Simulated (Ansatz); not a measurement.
# Transmission past a defect: Au wire along [110], 4 atoms a period, NO placed on top of one Au, part 2 of 4

What does the defect do to the conductance?

Ansatz 0.2.0; DFT PBE, plane waves, PAW; relaxation of a wire's period (the session's first sound run).

So far. Step 2 (The relaxed wire): The cell's length comes to 2.704 Å with spin left out.

## (3) The perfect wire

This step: DFT PBE, plane waves, PAW; channels and complex bands of a perfect wire (Ansatz 0.2.0).

At the relaxed period the Bloch states of the perfect wire are found at each energy: those that move forward count the open channels, and those that decay describe how a disturbance dies away inside the wire itself. An energy step of 0.035 eV is under the 0.039 eV that the program asks for its thermal average at 300 K.

input.yaml reads:

```yaml
crystal:
  lattice:
    - [8.88, 0.0, 0.0]
    - [0.0, 11.212, 0.0]
    - [0.0, 0.0, 2.7040281169]
  atoms:
    - { symbol: Au, position: [0.386950635, 0.681461448, 0.0] }
    - { symbol: Au, position: [0.37206976, 0.431110303, 0.0] }
    - { symbol: Au, position: [0.613049365, 0.31856944, 0.5] }
    - { symbol: Au, position: [0.62793024, 0.568920585, 0.5] }
kpoints:
  mp_grid: { grid: [1, 1, 30] }
scf:
  occupations: { method: fermi_dirac, width: 0.05 }
hamiltonian:
  xc: pbe
output:
  transmission:
    e_range: [-1.26, 1.26]
    de: 0.035
    kmesh: [1, 1]
    reduced_basis: true
    leads: [[0, 0]]
basis:
  ecutwfc: "350 eV"
```

On the command line:

```
$ ansatz run input.yaml --threads 4 --pin off --max-ram 16384MiB --backend cpu --events-out ev --progress --plain --runs-dir out
```

Numbers of over 12 decimals in the logs are rounded to 6 here.

The program printed:

```text
Warning: basis.ecutwfc = 350 eV is below the records' recommended 420 eV, and the density's cutoff is lower with it unless basis.ecutrho_ratio is high enough to keep the records' density cutoff: compare with a run at a higher cutoff
[...]
Crystal: 4 atoms, lattice volume = 269.220 Å³
Basis set: ecut = 350 eV, 3973 PW (Γ)
Bands: 46, of which v1, the nominal top of the filled ones, is band 38 counted from 1 (37 counted from 0)
Symmetry: 4 space group operations
[...]
k-points: 16 of 30
[...]
SCF iter   1: F=—  HF=-52594.223143 eV  |F-HF|=—  |Δ(HF+E_count)|=         —  Δρ=2.08e-3  dr2=1.69e-2  ethr=1.77e-3  ⟨swp⟩=7.1  Hψ=3024  notcnv=0  defer=3
[...]
SCF iter   8: F=-52594.228162 eV  HF=-52594.228162 eV  |F-HF|=6.64e-9  |Δ(HF+E_count)|=   2.50e-8  Δρ=1.74e-6  dr2=1.56e-8  ethr=1.32e-10  ⟨swp⟩=11.8  Hψ=2091  notcnv=0
SCF 1 converged in 8 iterations: F = -52594.228162 eV  dr2 = 1.56e-8
[...]
transmission: 4 of 24 steps passed
transmission: 8 of 24 steps passed
[...]
transmission: 24 of 24 steps passed
SCF converged after 8 iterations
Free energy (F): -52594.228162 eV
[...]
Internal energy: -52594.212293 eV  (E = F + TS)
E sigma→0 (E₀):  -52594.220227 eV
Entropy (-TS):   -0.015869 eV (-3.967 meV/atom)
Fermi energy:    1.210287 eV
[...]
--- Band table (eV; the first three rows and the last of 16) ---
  k-point 0: bands = [... 34 lower, -0.2936, -0.2106, 0.0009, 0.0601, 0.2813, 1.1972, 3.0537, 3.3265, ... 4 higher]
  k-point 1: bands = [... 34 lower, -0.3071, -0.2413, -0.0260, 0.0188, 0.3252, 1.2303, 3.1102, 3.3800, ... 4 higher]
  k-point 2: bands = [... 34 lower, -0.3285, -0.3052, -0.0899, -0.0814, 0.4347, 1.3219, 3.2706, 3.5327, ... 4 higher]
  k-point 15: bands = [... 34 lower, 0.2207, 0.2207, 3.2673, 3.2673, 4.8242, 4.8242, 5.8747, 5.8747, ... 4 higher]
--- Transmission ---
  basis      : 721 plane waves across, 4 finite elements along
  points     : 1, standing for a mesh of 1 x 1
  filling    : by the input's occupations and mesh, since the crystals that have channels conduct as metals do. If one of these is a semiconductor, that mesh has misplaced its level
  energies   : 73 from -1.260000 to 1.260000 eV about the Fermi level, 0.035000 eV apart; the leads are filled to 0.000000 eV, and channels, transmission and decay are at 0.000000 eV
  crystal 0  : Au4, at the sites [0, 0], period 2.7040 Å: whole cells are its period
    offset         : up to 0.0000 Å between an atom of the period and one for which it stands
    filled         : 14.2 meV under the level at which it is neutral
    channels       : 4.000000e0 a spin
    conductance    : 2.8227e14 S/m² at 300 K; may be off by some 0.0 % by where its bands' edges are placed, 3.2 % from the distance to neutral
```

Wall time 64 s (4 threads of Arm Neoverse V2, shared host); peak memory 1.4 GiB.

Reading the cycles: dr2 is the Hartree energy of the density residual (eV), the measure of convergence; HF is the Harris–Foulkes estimate of the energy, which meets the free energy F at convergence.

This step gave:

* energy at zero smearing: -52594.2202 eV
* channels at the energy nearest the Fermi level, one spin: 4
* conductance of the lead as this run defines it: 3.627 G₀
* band gap: 0 eV

The open channels of the lead, one spin by energy, zero at the Fermi level:

energy (eV), open channels of the lead, one spin and a bar from the least value:
```
    -1.26       6.00 ##############################
    -1.19       5.00 ####################
    -1.12       4.00 ##########
    -1.05       4.00 ##########
    -0.98       4.00 ##########
    -0.91       3.00 
    -0.84       3.00 
    -0.77       3.00 
    -0.70       3.00 
    -0.63       3.00 
    -0.59       3.00 
    -0.53       3.00 
    -0.46       3.00 
    -0.39       3.00 
    -0.32       3.00 
    -0.24       3.00 
    -0.17       3.00 
    -0.10       3.00 
    -0.04       3.00 
     0.00       4.00 ##########
     0.04       4.00 ##########
     0.10       4.00 ##########
     0.17       4.00 ##########
     0.24       4.00 ##########
     0.32       4.00 ##########
     0.39       4.00 ##########
     0.46       4.00 ##########
     0.53       4.00 ##########
     0.59       4.00 ##########
     0.63       4.00 ##########
     0.70       4.00 ##########
     0.77       4.00 ##########
     0.84       4.00 ##########
     0.91       4.00 ##########
     0.98       4.00 ##########
     1.05       4.00 ##########
     1.12       4.00 ##########
     1.19       4.00 ##########
     1.26       4.00 ##########
```

The slowest values at each energy, most degenerate partners merged, listed up to 1.5 1/Å. The Im kz of the slowest decaying states by energy, zero at the Fermi level:

| energy (eV) | decay 1 (Å⁻¹) | decay 2 (Å⁻¹) | decay 3 (Å⁻¹) | decay 4 (Å⁻¹) |
| --- | --- | --- | --- | --- |
| -1.26 | 0.152 | 0.168 | 0.244 | 0.360 |
| -1.16 | 0.0968 | 0.156 | 0.209 | 0.266 |
| -1.05 | 0.109 | 0.114 | 0.182 | 0.238 |
| -0.94 | 0.0442 | 0.0765 | 0.156 | 0.216 |
| -0.84 | 0.159 | 0.183 | 0.243 | 0.276 |
| -0.77 | 0.196 | 0.196 | 0.257 | 0.285 |
| -0.67 | 0.209 | 0.243 | 0.276 | 0.295 |
| -0.56 | 0.216 | 0.284 | 0.291 | 0.303 |
| -0.46 | 0.215 | 0.304 | 0.306 | 0.320 |
| -0.35 | 0.204 | 0.308 | 0.315 | 0.328 |
| -0.24 | 0.182 | 0.308 | 0.323 | 0.330 |
| -0.14 | 0.142 | 0.308 | 0.331 | 0.333 |
| -0.04 | 0.0612 | 0.308 | 0.334 | 0.337 |
| 0.00 | 0.308 | 0.335 | 0.338 | 0.453 |
| 0.04 | 0.307 | 0.335 | 0.340 | 0.462 |
| 0.14 | 0.307 | 0.335 | 0.344 | 0.487 |
| 0.24 | 0.305 | 0.334 | 0.347 | 0.511 |
| 0.35 | 0.302 | 0.332 | 0.349 | 0.533 |
| 0.46 | 0.299 | 0.330 | 0.350 | 0.539 |
| 0.56 | 0.294 | 0.326 | 0.350 | 0.543 |
| 0.67 | 0.288 | 0.321 | 0.349 | 0.546 |
| 0.77 | 0.281 | 0.316 | 0.348 | 0.548 |
| 0.84 | 0.275 | 0.311 | 0.346 | 0.550 |
| 0.94 | 0.266 | 0.304 | 0.343 | 0.552 |
| 1.05 | 0.255 | 0.295 | 0.339 | 0.553 |
| 1.16 | 0.242 | 0.285 | 0.335 | 0.554 |
| 1.26 | 0.226 | 0.273 | 0.329 | 0.554 |

By hand: the program gives 2.8227 × 10^14 S/m² over the cell's cross-section of 99.56 Å² = 9.956 × 10^-19 m², so one cell conducts 2.810 × 10^-4 S. Divided by G0 = 2e²/h = 7.748 × 10^-5 S this is 3.63 G0, a resistance of 3.56 kΩ.

At the computed energy nearest the Fermi level there are 4 channels a spin, and the thermal average gives 3.63 G₀.

(Continued in part 3 of 4.)

[Logs are printed without paths, hosts, clocks, repeated set-up lines and the standing remarks that a program may print on its own settings, such as how far it seeks lower states.]

[Hosts, paths, dates, database ids (printed as entryN), source tags and the programs' standing remarks are cut or masked in the printed files.]
